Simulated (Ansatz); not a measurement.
# SnO: the cost of one run

Method: DFT PBE, scalar-relativistic, plane waves, PAW, in Ansatz 0.2.0.

## Step 1: The system as given

The structure is orthorhombic, space group Pmn2_1 (No. 31). Conventional cell: a = 3.355 Å, b = 5.674 Å, c = 4.222 Å, α = 90.00°, β = 90.00°, γ = 90.00°. Sn (site symmetry m) is surrounded by 3 O at 2.15 to 2.16 Å. O (site symmetry m) has 3 Sn at 2.15 to 2.16 Å in its first shell of neighbours.

Structure file:

```
CELL_PARAMETERS angstrom
-6.71001 0.00000 -8.44394
-6.71001 0.00000 8.44394
6.71001 11.34821 0.00000
ATOMIC_POSITIONS crystal
Sn 0.92969 0.18626 0.11595
Sn 0.92969 0.68626 0.61595
Sn 0.42969 0.18626 0.11595
Sn 0.92969 0.18626 0.61595
Sn 0.67969 0.43626 0.61595
Sn 0.42969 0.68626 0.61595
Sn 0.92969 0.68626 0.11595
Sn 0.67969 0.93626 0.11595
Sn 0.42969 0.18626 0.61595
Sn 0.17969 0.43626 0.61595
Sn 0.67969 0.43626 0.11595
Sn 0.42969 0.68626 0.11595
Sn 0.17969 0.93626 0.11595
Sn 0.67969 0.93626 0.61595
Sn 0.17969 0.43626 0.11595
Sn 0.17969 0.93626 0.61595
Sn 0.06374 0.07031 0.38405
Sn 0.06374 0.57031 0.88405
Sn 0.56374 0.07031 0.38405
Sn 0.06374 0.07031 0.88405
Sn 0.81374 0.32031 0.88405
Sn 0.56374 0.57031 0.88405
Sn 0.06374 0.57031 0.38405
Sn 0.81374 0.82031 0.38405
Sn 0.56374 0.07031 0.88405
Sn 0.31374 0.32031 0.88405
Sn 0.81374 0.32031 0.38405
Sn 0.56374 0.57031 0.38405
Sn 0.31374 0.82031 0.38405
Sn 0.81374 0.82031 0.88405
Sn 0.31374 0.32031 0.38405
Sn 0.31374 0.82031 0.88405
O 0.03860 0.40703 0.44562
O 0.03860 0.90703 0.94563
O 0.53860 0.40703 0.44562
O 0.03860 0.40703 0.94563
O 0.78860 0.65703 0.94563
O 0.53860 0.90703 0.94563
O 0.03860 0.90703 0.44562
O 0.78860 0.15703 0.44562
O 0.53860 0.40703 0.94563
O 0.28860 0.65703 0.94563
O 0.78860 0.65703 0.44562
O 0.53860 0.90703 0.44562
O 0.28860 0.15703 0.44562
O 0.78860 0.15703 0.94563
O 0.28860 0.65703 0.44562
O 0.28860 0.15703 0.94563
O 0.84297 0.96140 0.05438
O 0.84297 0.46140 0.55437
O 0.34297 0.96140 0.05438
O 0.84297 0.96140 0.55438
O 0.59297 0.21140 0.55437
O 0.34297 0.46140 0.55437
O 0.84297 0.46140 0.05438
O 0.59297 0.71140 0.05438
O 0.34297 0.96140 0.55438
O 0.09297 0.21140 0.55437
O 0.59297 0.21140 0.05438
O 0.34297 0.46140 0.05438
O 0.09297 0.71140 0.05438
O 0.59297 0.71140 0.55438
O 0.09297 0.21140 0.05438
O 0.09297 0.71140 0.55438
```

The runs take a perfect supercell of 64 atoms; the defect goes to fractional position (0.039, 0.407, 0.446).

## Step 2: The perfect supercell

input.yaml

```yaml
crystal:
  lattice:
    - [-6.71001, 0.0, -8.44394]
    - [-6.71001, 0.0, 8.44394]
    - [6.71001, 11.348208, 0.0]
  atoms:
    - { symbol: Sn, position: [0.929691, 0.186263, 0.115954] }
    - { symbol: Sn, position: [0.929691, 0.686263, 0.615954] }
    - { symbol: Sn, position: [0.429691, 0.186263, 0.115954] }
    - { symbol: Sn, position: [0.929691, 0.186263, 0.615954] }
    - { symbol: Sn, position: [0.679691, 0.436263, 0.615954] }
    - { symbol: Sn, position: [0.429691, 0.686263, 0.615954] }
    - { symbol: Sn, position: [0.929691, 0.686263, 0.115954] }
    - { symbol: Sn, position: [0.679691, 0.936263, 0.115954] }
    - { symbol: Sn, position: [0.429691, 0.186263, 0.615954] }
    - { symbol: Sn, position: [0.179691, 0.436263, 0.615954] }
    - { symbol: Sn, position: [0.679691, 0.436263, 0.115954] }
    - { symbol: Sn, position: [0.429691, 0.686263, 0.115954] }
    - { symbol: Sn, position: [0.179691, 0.936263, 0.115954] }
    - { symbol: Sn, position: [0.679691, 0.936263, 0.615954] }
    - { symbol: Sn, position: [0.179691, 0.436263, 0.115954] }
    - { symbol: Sn, position: [0.179691, 0.936263, 0.615954] }
    - { symbol: Sn, position: [0.063737, 0.070309, 0.384046] }
    - { symbol: Sn, position: [0.063737, 0.570309, 0.884046] }
    - { symbol: Sn, position: [0.563737, 0.070309, 0.384046] }
    - { symbol: Sn, position: [0.063737, 0.070309, 0.884046] }
    - { symbol: Sn, position: [0.813737, 0.320309, 0.884046] }
    - { symbol: Sn, position: [0.563737, 0.570309, 0.884046] }
    - { symbol: Sn, position: [0.063737, 0.570309, 0.384046] }
    - { symbol: Sn, position: [0.813737, 0.820309, 0.384046] }
    - { symbol: Sn, position: [0.563737, 0.070309, 0.884046] }
    - { symbol: Sn, position: [0.313737, 0.320309, 0.884046] }
    - { symbol: Sn, position: [0.813737, 0.320309, 0.384046] }
    - { symbol: Sn, position: [0.563737, 0.570309, 0.384046] }
    - { symbol: Sn, position: [0.313737, 0.820309, 0.384046] }
    - { symbol: Sn, position: [0.813737, 0.820309, 0.884046] }
    - { symbol: Sn, position: [0.313737, 0.320309, 0.384046] }
    - { symbol: Sn, position: [0.313737, 0.820309, 0.884046] }
    - { symbol: O, position: [0.038598, 0.407027, 0.445625] }
    - { symbol: O, position: [0.038598, 0.907027, 0.945625] }
    - { symbol: O, position: [0.538598, 0.407027, 0.445625] }
    - { symbol: O, position: [0.038598, 0.407027, 0.945625] }
    - { symbol: O, position: [0.788598, 0.657027, 0.945625] }
    - { symbol: O, position: [0.538598, 0.907027, 0.945625] }
    - { symbol: O, position: [0.038598, 0.907027, 0.445625] }
    - { symbol: O, position: [0.788598, 0.157027, 0.445625] }
    - { symbol: O, position: [0.538598, 0.407027, 0.945625] }
    - { symbol: O, position: [0.288598, 0.657027, 0.945625] }
    - { symbol: O, position: [0.788598, 0.657027, 0.445625] }
    - { symbol: O, position: [0.538598, 0.907027, 0.445625] }
    - { symbol: O, position: [0.288598, 0.157027, 0.445625] }
    - { symbol: O, position: [0.788598, 0.157027, 0.945625] }
    - { symbol: O, position: [0.288598, 0.657027, 0.445625] }
    - { symbol: O, position: [0.288598, 0.157027, 0.945625] }
    - { symbol: O, position: [0.842973, 0.961402, 0.054375] }
    - { symbol: O, position: [0.842973, 0.461402, 0.554375] }
    - { symbol: O, position: [0.342973, 0.961402, 0.054375] }
    - { symbol: O, position: [0.842973, 0.961402, 0.554375] }
    - { symbol: O, position: [0.592973, 0.211402, 0.554375] }
    - { symbol: O, position: [0.342973, 0.461402, 0.554375] }
    - { symbol: O, position: [0.842973, 0.461402, 0.054375] }
    - { symbol: O, position: [0.592973, 0.711402, 0.054375] }
    - { symbol: O, position: [0.342973, 0.961402, 0.554375] }
    - { symbol: O, position: [0.092973, 0.211402, 0.554375] }
    - { symbol: O, position: [0.592973, 0.211402, 0.054375] }
    - { symbol: O, position: [0.342973, 0.461402, 0.054375] }
    - { symbol: O, position: [0.092973, 0.711402, 0.054375] }
    - { symbol: O, position: [0.592973, 0.711402, 0.554375] }
    - { symbol: O, position: [0.092973, 0.211402, 0.054375] }
    - { symbol: O, position: [0.092973, 0.711402, 0.554375] }
basis:
  ecutwfc: 420
  fft_grid_basis: typed
kpoints:
  mp_grid: { grid: [1, 1, 1] }
hamiltonian:
  xc: pbe
  pseudopotentials: { kind: paw }
scf:
  occupations: { method: gaussian, width: 0.05 }
output:
  forces: true
  stress: false
  eigenvalues: true
  bader: false
  write_density: true
  volumetric_format: npy
```

The run is started by

```bash
$ ansatz run input.yaml --threads 8 --pin off --max-ram 16384MiB --backend cpu --events-out ev --progress --plain --runs-dir out
```

What time and memory should one allow on 8 threads of AMD EPYC 7R13 (Zen 3), shared host?

About 5.5 s, with a peak of 1.8 GiB.
